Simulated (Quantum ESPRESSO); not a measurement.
# Sb (R-3m) in Quantum ESPRESSO: further runs

Runs on Sb. Level: LDA. Tasks: single point, equation of state.

Program: Quantum ESPRESSO 7.5. These are calculated values, not measurements. Logs are shortened: lines on timing, memory, paths and dates and some standing lists are left out, and cuts for length are marked.

## (1) Starting point

It takes space group R-3m (No. 166, trigonal). Conventional cell: a = 4.308 Å, b = 4.308 Å, c = 11.274 Å, α = 90.00°, β = 90.00°, γ = 120.00°. Sb (site symmetry 3m) is surrounded by 3 Sb at 2.91 Å.

## (2) Single point, LDA, 28.39 Å³/atom

Input file pw.in:

```
&CONTROL
  calculation = 'scf'
  prefix = 'pwscf'
  outdir = './tmp'
  pseudo_dir = './pseudo'
  tprnfor = .true.
  tstress = .true.
  disk_io = 'nowf'
/
&SYSTEM
  ibrav = 0
  nat = 2
  ntyp = 1
  ecutwfc = 84
  nbnd = 22
  occupations = 'smearing'
  smearing = 'fd'
  degauss = 0.00367493
/
&ELECTRONS
  conv_thr = 4d-10
  electron_maxstep = 120
  mixing_beta = 0.5
/
ATOMIC_SPECIES
Sb   121.7600 Sb.upf
CELL_PARAMETERS angstrom
   2.1102243954    1.2183386227    3.6812845966
  -2.1102243954    1.2183386227    3.6812845966
   0.0000000000   -2.4366772455    3.6812845966
ATOMIC_POSITIONS crystal
Sb     0.7665100000    0.7665100000    0.7665100000
Sb     0.2334900000    0.2334900000    0.2334900000
K_POINTS automatic
8 8 8 0 0 0
```

Potentials or basis: PseudoDojo 0.4.1 SR LDA standard.

The run is started by

```sh
$ OMP_NUM_THREADS=1 pw.x -in pw.in > pw.out
```

pw.out:

```text
This program is part of the open-source Quantum ESPRESSO suite
     for quantum simulation of materials; please cite
         "P. Giannozzi et al., J. Phys.:Condens. Matter 21 395502 (2009);
         "P. Giannozzi et al., J. Phys.:Condens. Matter 29 465901 (2017);
         "P. Giannozzi et al., J. Chem. Phys. 152 154105 (2020);
     in publications or presentations arising from this work. More details at

     Message from routine setup:
     using ibrav=0 with symmetry is DISCOURAGED, use correct ibrav instead

     G-vector sticks info
     --------------------
     sticks:   dense  smooth     PW     G-vecs:    dense   smooth      PW
     Sum        1565    1565    471                39893    39893    6503

     Using Slab Decomposition

     bravais-lattice index     =            0
     lattice parameter (alat)  =       8.3425  a.u.
     unit-cell volume          =     383.2162 (a.u.)^3
     number of atoms/cell      =            2
     number of atomic types    =            1
     number of electrons       =        30.00
     number of Kohn-Sham states=           22
     kinetic-energy cutoff     =      84.0000  Ry
     charge density cutoff     =     336.0000  Ry
     scf convergence threshold =      4.0E-10
     mixing beta               =       0.5000
     number of iterations used =            8  plain     mixing
     Exchange-correlation= SLA  PW   NOGX NOGC
                           (   1   4   0   0   0   0   0)

     celldm(1)=   8.342505  celldm(2)=   0.000000  celldm(3)=   0.000000
     celldm(4)=   0.000000  celldm(5)=   0.000000  celldm(6)=   0.000000

     crystal axes: (cart. coord. in units of alat)
               a(1) = (   0.478003   0.275975   0.833877 )
               a(2) = (  -0.478003   0.275975   0.833877 )
               a(3) = (   0.000000  -0.551951   0.833877 )

     reciprocal axes: (cart. coord. in units 2 pi/alat)
               b(1) = (  1.046018  0.603918  0.399739 )
               b(2) = ( -1.046018  0.603918  0.399739 )
               b(3) = (  0.000000 -1.207837  0.399739 )

     PseudoPot. # 1 for Sb read from file:
     Sb.upf
     Pseudo is Norm-conserving + core correction, Zval = 15.0
     Generated using ONCVPSP code by D. R. Hamann
     Using radial grid of 1416 points,  6 beta functions with:
                l(1) =   0
                l(2) =   0
                l(3) =   1
                l(4) =   1
                l(5) =   2
                l(6) =   2

     atomic species   valence    mass     pseudopotential
     Sb               15.00   121.76000     Sb( 1.00)

     12 Sym. Ops., with inversion, found

   Cartesian axes

     site n.     atom                  positions (alat units)
         1        Sb     tau(   1) = (   0.0000000  -0.0000000   1.9175243  )
         2        Sb     tau(   2) = (   0.0000000  -0.0000000   0.5841056  )

     number of k points=    65  Fermi-Dirac smearing, width (Ry)=  0.0037
                       cart. coord. in units 2pi/alat
        k(    1) = (   0.0000000   0.0000000   0.0000000), wk =   0.0039062
        k(    2) = (   0.0000000  -0.1509796   0.0499674), wk =   0.0234375
        k(    3) = (   0.0000000  -0.3019592   0.0999348), wk =   0.0234375
        k(    4) = (   0.0000000  -0.4529389   0.1499023), wk =   0.0234375
        k(    5) = (  -0.0000000   0.6039185  -0.1998697), wk =   0.0117188
        k(    6) = (  -0.1307522  -0.0754898   0.0999348), wk =   0.0234375
[... 57 lines left out ...]
        k(   64) = (   0.9152653   0.3774491  -0.1998697), wk =   0.0234375
        k(   65) = (  -0.0000000   0.0000000  -0.5996091), wk =   0.0039062

     Dense  grid:    39893 G-vectors     FFT dimensions: (  50,  50,  50)

     Initial potential from superposition of free atoms

     starting charge      29.9991, renormalised to      30.0000
     Starting wfcs are   18 randomized atomic wfcs +    4 random wfcs

     Self-consistent Calculation

     iteration #  1     ecut=    84.00 Ry     beta= 0.50
     Davidson diagonalization with overlap
     ethr =  1.00E-02,  avg # of iterations =  5.4

     Threshold (ethr) on eigenvalues was too large:
     Diagonalizing with lowered threshold

     Davidson diagonalization with overlap
     ethr =  2.95E-05,  avg # of iterations =  6.5

     total energy              =    -362.95536322 Ry
     estimated scf accuracy    <       0.00895581 Ry

     iteration #  2     ecut=    84.00 Ry     beta= 0.50
     Davidson diagonalization with overlap
     ethr =  2.99E-05,  avg # of iterations =  1.0

     total energy              =    -362.95524279 Ry
     estimated scf accuracy    <       0.00170784 Ry

     iteration #  3     ecut=    84.00 Ry     beta= 0.50
     Davidson diagonalization with overlap
     ethr =  5.69E-06,  avg # of iterations =  2.2

     total energy              =    -362.95532734 Ry
     estimated scf accuracy    <       0.00004850 Ry
[... 19 lines left out ...]
     total energy              =    -362.95534227 Ry
     estimated scf accuracy    <       0.00000003 Ry

     iteration #  7     ecut=    84.00 Ry     beta= 0.50
     Davidson diagonalization with overlap
     ethr =  1.07E-10,  avg # of iterations =  3.3

     total energy              =    -362.95534228 Ry
     estimated scf accuracy    <          9.2E-10 Ry

     iteration #  8     ecut=    84.00 Ry     beta= 0.50
     Davidson diagonalization with overlap
     ethr =  3.06E-12,  avg # of iterations =  3.2

     End of self-consistent calculation

          k = 0.0000 0.0000 0.0000 (  4965 PWs)   bands (ev):

   -18.2634 -18.2634 -18.1522 -18.1522 -18.1267 -18.0101 -18.0101 -18.0068
   -17.9148 -17.9148  -2.0659   6.5471   8.9895   9.3018   9.3018  13.3276
    13.9994  13.9994  16.3770  16.3770  16.5368  17.7444

          k = 0.0000-0.1510 0.0500 (  4989 PWs)   bands (ev):

   -18.2557 -18.2524 -18.1485 -18.1458 -18.1218 -18.0152 -18.0145 -18.0109
   -17.9260 -17.9230  -1.8826   5.6961   9.0341   9.2566   9.6435  13.2319
    13.5426  13.5723  15.7731  16.2721  16.4853  19.0545

          k = 0.0000-0.3020 0.0999 (  4983 PWs)   bands (ev):

   -18.2351 -18.2213 -18.1395 -18.1281 -18.1070 -18.0323 -18.0299 -18.0179
   -17.9559 -17.9448  -1.3378   4.0745   9.0562   9.1778  10.1293  12.4980
    12.5936  12.6712  16.1555  16.8455  17.4091  21.5082

          k = 0.0000-0.4529 0.1499 (  4993 PWs)   bands (ev):
[... 95 lines left out ...]
          k =-0.3923 0.6794 0.0000 (  4974 PWs)   bands (ev):

   -18.2341 -18.1446 -18.1270 -18.0950 -18.0926 -18.0660 -18.0466 -18.0408
   -18.0129 -17.9453   1.0197   1.8865   5.4956   7.7437   8.0541  14.1793
    14.6938  15.2554  17.5467  18.7768  20.0883  22.5593

          k = 0.5230 0.3020-0.3997 (  4994 PWs)   bands (ev):

   -18.2545 -18.1580 -18.1458 -18.0771 -18.0733 -18.0726 -18.0569 -18.0462
   -18.0005 -17.9193   0.5083   3.0191   5.4250   7.1778   7.2917  12.5790
    16.4256  16.9880  18.5819  20.6587  21.6315  22.3590

          k = 0.0000 0.0000 0.1499 (  4980 PWs)   bands (ev):

   -18.2560 -18.2560 -18.1491 -18.1491 -18.1236 -18.0125 -18.0125 -18.0095
   -17.9229 -17.9229  -1.9157   5.5874   9.3357   9.3357   9.6654  13.2484
    13.4900  13.4900  16.0965  16.5883  16.5883  18.6382

          k = 0.0000-0.1510 0.1999 (  4994 PWs)   bands (ev):

   -18.2493 -18.2368 -18.1430 -18.1421 -18.1175 -18.0188 -18.0171 -18.0155
   -17.9438 -17.9291  -1.6353   4.7815   8.2333   9.6723  10.7079  12.4002
    12.4201  14.2705  16.0119  16.5394  17.4163  19.0271

          k = 0.0000-0.3020 0.2498 (  4987 PWs)   bands (ev):

   -18.2229 -18.2129 -18.1311 -18.1262 -18.1052 -18.0323 -18.0302 -18.0256
   -17.9694 -17.9548  -1.0013   3.4877   7.5911   9.5851  11.2839  11.4658
    11.8316  14.3676  16.2782  17.3266  18.6340  20.6255

          k =-0.0000 0.7549-0.0999 (  4985 PWs)   bands (ev):
[... 95 lines left out ...]
          k = 0.6538 0.2265-0.2998 (  4975 PWs)   bands (ev):

   -18.2425 -18.1570 -18.1427 -18.0939 -18.0736 -18.0664 -18.0538 -18.0352
   -18.0056 -17.9340   0.6929   2.5358   5.4081   6.7485   8.5158  13.3834
    14.6763  16.9769  17.9794  19.2786  21.5488  22.3800

          k = 0.6538 0.0755-0.2498 (  4975 PWs)   bands (ev):

   -18.2322 -18.1426 -18.1249 -18.0973 -18.0917 -18.0683 -18.0498 -18.0374
   -18.0128 -17.9482   0.9584   1.8703   5.7960   6.8537   9.3428  12.6809
    15.1198  16.3825  16.8550  18.0673  21.1824  22.0911

          k = 0.6538-0.0755-0.1999 (  4968 PWs)   bands (ev):

   -18.2213 -18.1232 -18.1097 -18.1022 -18.0928 -18.0912 -18.0523 -18.0289
   -18.0242 -17.9608   0.9204   1.3507   6.6583   7.9198   9.6945  11.5634
    14.5158  14.9913  17.4951  17.7959  20.3958  20.4398

          k = 0.5230 0.3020-0.2498 (  4987 PWs)   bands (ev):

   -18.2476 -18.1551 -18.1441 -18.0778 -18.0763 -18.0731 -18.0581 -18.0432
   -18.0022 -17.9273   0.4517   2.7484   5.7050   7.4619   7.5987  12.9406
    15.5484  16.3071  17.5087  20.7639  21.1424  22.1270

          k = 0.5230 0.1510-0.1999 (  4963 PWs)   bands (ev):

   -18.2433 -18.1450 -18.1399 -18.0927 -18.0818 -18.0707 -18.0489 -18.0438
   -18.0064 -17.9335   0.1459   2.7710   6.3828   7.1301   8.5904  13.2931
    14.2190  15.9540  16.5542  20.1121  20.4956  21.3417

          k = 0.3923 0.2265-0.1499 (  4975 PWs)   bands (ev):

   -18.2497 -18.1568 -18.1474 -18.0977 -18.0877 -18.0559 -18.0559 -18.0285
   -18.0019 -17.9261  -0.4986   3.3992   7.4735   7.8529   8.0456  13.1405
    14.5500  14.7841  15.5730  19.8539  19.9039  21.2364

          k = 0.0000 0.0000 0.2998 (  4976 PWs)   bands (ev):

   -18.2363 -18.2363 -18.1412 -18.1412 -18.1154 -18.0187 -18.0187 -18.0169
   -17.9442 -17.9442  -1.4804   4.0033   9.4538   9.4538  10.3853  12.5112
    12.5112  12.9897  16.2098  17.3919  17.3919  20.6333

          k = 0.0000-0.1510 0.3498 (  4989 PWs)   bands (ev):

   -18.2336 -18.2140 -18.1358 -18.1339 -18.1096 -18.0261 -18.0219 -18.0216
   -17.9689 -17.9464  -1.1208   3.4606   7.8593   9.8597  11.2741  11.6533
    11.7661  14.4576  16.4478  17.2124  19.1788  20.0953

          k =-0.0000 0.9059 0.0000 (  4991 PWs)   bands (ev):

   -18.2136 -18.2008 -18.1270 -18.1216 -18.1014 -18.0348 -18.0322 -18.0283
   -17.9829 -17.9665  -0.4357   2.7792   6.5779   9.1775  10.2373  12.1797
    12.7130  15.7019  16.9807  17.7658  18.8854  20.4848

          k =-0.0000 0.7549 0.0500 (  4989 PWs)   bands (ev):
[... 83 lines left out ...]
          k = 0.9153 0.3774-0.1999 (  5002 PWs)   bands (ev):

   -18.2127 -18.1947 -18.1290 -18.1221 -18.0961 -18.0406 -18.0286 -18.0260
   -17.9892 -17.9696   0.0141   2.1377   6.8994   7.7652  10.8648  11.4349
    14.6262  15.2508  16.9471  17.7618  20.8671  20.9818

          k =-0.0000 0.0000-0.5996 (  4994 PWs)   bands (ev):

   -18.2023 -18.2023 -18.1288 -18.1288 -18.1008 -18.0302 -18.0275 -18.0275
   -17.9817 -17.9817  -0.4155   1.8774   9.8112   9.8112  10.7591  11.2678
    11.2678  12.4170  18.3958  20.4092  20.4092  20.6729

     the Fermi energy is    11.2858 ev

!    total energy              =    -362.95534228 Ry
     estimated scf accuracy    <          2.4E-10 Ry
     smearing contrib. (-TS)   =      -0.00021713 Ry
     internal energy E=F+TS    =    -362.95512515 Ry

     The total energy is F=E-TS. E is the sum of the following terms:
     one-electron contribution =    -139.13521231 Ry
     hartree contribution      =      86.04574149 Ry
     xc contribution           =     -89.66145966 Ry
     ewald contribution        =    -220.20419468 Ry

     convergence has been achieved in   8 iterations

     Forces acting on atoms (cartesian axes, Ry/au):

     atom    1 type  1   force =    -0.00000000    0.00000000   -0.01418068
     atom    2 type  1   force =     0.00000000   -0.00000000    0.01418068

     Total force =     0.020055     Total SCF correction =     0.000122

     Computing stress (Cartesian axis) and pressure

          total   stress  (Ry/bohr**3)                   (kbar)     P=       27.53
   0.00021592   0.00000000  -0.00000000           31.76        0.00       -0.00
  -0.00000000   0.00021592   0.00000000           -0.00       31.76        0.00
   0.00000000   0.00000000   0.00012969            0.00        0.00       19.08

=------------------------------------------------------------------------------=
   JOB DONE.
=------------------------------------------------------------------------------=
```

It took 78 s on 1 thread of Intel Xeon Platinum 8375C at 2.90GHz (Ice Lake), shared host; peak memory 0.17 GiB.

What came out:

* Free energy: -4938.2590 eV
* Pressure: 2.8 GPa
* Largest force: 0.365 eV/Å
* Band gap on the k mesh: none (metal or under the smearing width)

## (3) Single point, LDA, 29.00 Å³/atom

pw.in: that of step 2 with these lines changed.

```diff
@@ -27,5 +27,5 @@
 CELL_PARAMETERS angstrom
-   2.1102243954    1.2183386227    3.6812845966
-  -2.1102243954    1.2183386227    3.6812845966
-   0.0000000000   -2.4366772455    3.6812845966
+   2.1250856202    1.2269187549    3.7072099901
+  -2.1250856202    1.2269187549    3.7072099901
+   0.0000000000   -2.4538375098    3.7072099901
 ATOMIC_POSITIONS crystal
```

Potentials or basis: PseudoDojo 0.4.1 SR LDA standard.

The run is started by

```sh
$ OMP_NUM_THREADS=1 pw.x -in pw.in > pw.out
```

Run time: 78 s. Hardware: 1 thread of Intel Xeon Platinum 8375C at 2.90GHz (Ice Lake), shared host; peak memory 0.18 GiB.

It converged, with:

```
Free energy            : -4938.2743 eV
Pressure               : 1.3 GPa
Largest force          : 0.243 eV/Å
Band gap on the k mesh : none (metal or under the smearing width)
```

## (4) Single point, LDA, 29.60 Å³/atom

pw.in: that of step 3 with these lines changed.

```diff
@@ -27,5 +27,5 @@
 CELL_PARAMETERS angstrom
-   2.1250856202    1.2269187549    3.7072099901
-  -2.1250856202    1.2269187549    3.7072099901
-   0.0000000000   -2.4538375098    3.7072099901
+   2.1397418462    1.2353805309    3.7327777635
+  -2.1397418462    1.2353805309    3.7327777635
+   0.0000000000   -2.4707610619    3.7327777635
 ATOMIC_POSITIONS crystal
```

The run is started by

```sh
$ OMP_NUM_THREADS=1 pw.x -in pw.in > pw.out
```

It took 79 s on 1 thread of Intel Xeon Platinum 8375C at 2.90GHz (Ice Lake), shared host; peak memory 0.18 GiB.

The run converged. Its results:

```
Free energy            : -4938.2791 eV
Pressure               : 0.0 GPa
Largest force          : 0.130 eV/Å
Band gap on the k mesh : none (metal or under the smearing width)
```

## (5) Single point, LDA, 30.21 Å³/atom

pw.in: that of step 4 with these lines changed.

```diff
@@ -27,5 +27,5 @@
 CELL_PARAMETERS angstrom
-   2.1397418462    1.2353805309    3.7327777635
-  -2.1397418462    1.2353805309    3.7327777635
-   0.0000000000   -2.4707610619    3.7327777635
+   2.1542000000    1.2437279499    3.7580000000
+  -2.1542000000    1.2437279499    3.7580000000
+   0.0000000000   -2.4874558998    3.7580000000
 ATOMIC_POSITIONS crystal
```

The run is started by

```sh
$ OMP_NUM_THREADS=1 pw.x -in pw.in > pw.out
```

It took 80 s on 1 thread of Intel Xeon Platinum 8375C at 2.90GHz (Ice Lake), shared host; peak memory 0.18 GiB.

The run converged. Its results:

| Property | Result |
| --- | --- |
| Free energy | -4938.2746 eV |
| Pressure | -1.2 GPa |
| Largest force | 0.025 eV/Å |
| Band gap on the k mesh | none (metal or under the smearing width) |

## (6) Single point, LDA, 30.81 Å³/atom

pw.in: that of step 5 with these lines changed.

```diff
@@ -27,5 +27,5 @@
 CELL_PARAMETERS angstrom
-   2.1542000000    1.2437279499    3.7580000000
-  -2.1542000000    1.2437279499    3.7580000000
-   0.0000000000   -2.4874558998    3.7580000000
+   2.1684666409    1.2519647989    3.7828881425
+  -2.1684666409    1.2519647989    3.7828881425
+   0.0000000000   -2.5039295978    3.7828881425
 ATOMIC_POSITIONS crystal
```

Potentials or basis: PseudoDojo 0.4.1 SR LDA standard.

The run is started by

```sh
$ OMP_NUM_THREADS=1 pw.x -in pw.in > pw.out
```

Run time: 89 s. Hardware: 1 thread of Intel Xeon Platinum 8375C at 2.90GHz (Ice Lake), shared host; peak memory 0.19 GiB.

It converged, with:

| Item | Value |
| --- | --- |
| Free energy | -4938.2618 eV |
| Pressure | -2.2 GPa |
| Largest force | 0.072 eV/Å |
| Band gap on the k mesh | none (metal or under the smearing width) |

## (7) Single point, LDA, 31.41 Å³/atom

pw.in: that of step 6 with these lines changed.

```diff
@@ -27,5 +27,5 @@
 CELL_PARAMETERS angstrom
-   2.1684666409    1.2519647989    3.7828881425
-  -2.1684666409    1.2519647989    3.7828881425
-   0.0000000000   -2.5039295978    3.7828881425
+   2.1825479877    1.2600946682    3.8074530396
+  -2.1825479877    1.2600946682    3.8074530396
+   0.0000000000   -2.5201893365    3.8074530396
 ATOMIC_POSITIONS crystal
```

The run is started by

```sh
$ OMP_NUM_THREADS=1 pw.x -in pw.in > pw.out
```

Run time: 85 s. Hardware: 1 thread of Intel Xeon Platinum 8375C at 2.90GHz (Ice Lake), shared host; peak memory 0.2 GiB.

It converged, with:

```
Free energy            : -4938.2416 eV
Pressure               : -3.2 GPa
Largest force          : 0.162 eV/Å
Band gap on the k mesh : none (metal or under the smearing width)
```

## (8) Single point, LDA, 32.02 Å³/atom

pw.in: that of step 7 with these lines changed.

```diff
@@ -27,5 +27,5 @@
 CELL_PARAMETERS angstrom
-   2.1825479877    1.2600946682    3.8074530396
-  -2.1825479877    1.2600946682    3.8074530396
-   0.0000000000   -2.5201893365    3.8074530396
+   2.1964499421    1.2681209653    3.8317049867
+  -2.1964499421    1.2681209653    3.8317049867
+   0.0000000000   -2.5362419306    3.8317049867
 ATOMIC_POSITIONS crystal
```

The run is started by

```sh
$ OMP_NUM_THREADS=1 pw.x -in pw.in > pw.out
```

Wall time 95 s (1 thread of Intel Xeon Platinum 8375C at 2.90GHz (Ice Lake), shared host); peak memory 0.19 GiB.

The run converged. Its results:

```yaml
Free_energy: -4938.2148 eV
Pressure: -4.0 GPa
Largest_force: 0.245 eV/Å
Band_gap_on_the_k_mesh: none (metal or under the smearing width)
```

## (9) Equation of state, LDA

Potentials or basis: PseudoDojo 0.4.1 SR LDA standard.

This step only gathers the single runs of the series.

What came out:

| Item | Value |
| --- | --- |
| Equilibrium volume | 29.60 Å³/atom |
| Bulk modulus at fixed shape and positions | 60 GPa |
| Pressure derivative of the bulk modulus | 4.5 |

Energy against volume, from the lowest point:
| volume (Å³/atom) | energy (meV/atom) |
| --- | --- |
| 28.393 | 10.04 |
| 28.998 | 2.41 |
| 29.602 | 0.00 |
| 30.206 | 2.24 |
| 30.810 | 8.63 |
| 31.414 | 18.73 |
| 32.018 | 32.15 |

Caveat: the cell was scaled at fixed shape and fractional positions, which overstates the stiffness of a crystal with free parameters, most of all of layers and chains. The run has no spin-orbit coupling, so splittings on Sb are missing.
